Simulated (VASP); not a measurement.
A run of VASP 6.6.1:

File INCAR:

```
ALGO = Fast
EDIFF = 1E-4
EDIFFG = -0.08
ENCUT = 520
GGA = PE
IBRION = 2
ISIF = 3
ISMEAR = 0
LASPH = True
LCHARG = False
LREAL = False
LWAVE = False
NELM = 60
NSW = 24
PREC = Normal
SIGMA = 0.15
```

Contents of KPOINTS:

```
k-points
0
Gamma
  5 5 2
```

The input POSCAR:

```
Ti2Se3
1.0
    3.6000000000      0.0000000000      0.0000000000
   -1.8000000000      3.1176914500      0.0000000000
    0.0000000000      0.0000000000      9.6300000000
Ti Se
2 3
Direct
    0.3333333300      0.6666666700      0.1700000000
    0.6666666700      0.3333333300      0.8300000000
    0.6666666700      0.3333333300      0.3300000000
    0.3333333300      0.6666666700      0.6700000000
    0.0000000000      0.0000000000      0.0000000000
```

Potentials or basis: VASP PAW PBE potentials, release 64 (Ti_sv, Se).

Run with:

```sh
$ cat potpaw_PBE.64/Ti_sv/POTCAR potpaw_PBE.64/Se/POTCAR > POTCAR
$ mpirun -np 1 vasp_std > vasp.out
```

Hardware: 1 thread of Intel(R) Xeon(R) 6975P-C (Granite Rapids), on a shared host.

How long does it take, and how much memory?

Wall time 89 s on 1 thread of Intel(R) Xeon(R) 6975P-C (Granite Rapids), with other jobs on the host, peak memory 0.17 GiB. Counts: scf iterations 114, k points 10, ion steps 11.
